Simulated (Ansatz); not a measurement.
Input and command of a plane-wave DFT calculation in Ansatz:

```yaml
crystal:
  lattice:
    - [2.8741561381, 0.0, 0.0]
    - [-0.958052046, 2.709780394, 0.0]
    - [0.958052046, 1.354890197, 2.2494165829]
  atoms:
    - { symbol: Ti, position: [0.0, 0.0, 0.0] }
basis:
  ecutwfc: 420
kpoints:
  mp_grid: { grid: [13, 13, 15] }
hamiltonian:
  xc: pbe
scf:
  occupations: { method: gaussian, width: 0.1 }
output:
  forces: true
  stress: true
  eigenvalues: true
relax:
  adjacent_minimum: "off"
  f_tol: 0.01
  max_steps: 50
  cell: { fix: [a, b, gamma], stress_tol: 0.1 }
```

```bash
ansatz run input.yaml --threads 1 --pin off --max-ram 2560MiB --backend cpu --events-out ev --progress --plain --runs-dir out
```

Processor: Arm Neoverse V1, 1 thread, on a host shared with other jobs.

Task: How long does it run, and how much memory does it take?

Result: About 24 s on 1 thread of Arm Neoverse V1, on a shared host, peak memory 0.43 GiB. It solves 10 bands at 686 k points (the mesh reduced by symmetry) with about 353 plane waves (on the last cell), in 13 SCF iterations over 3 ionic steps.
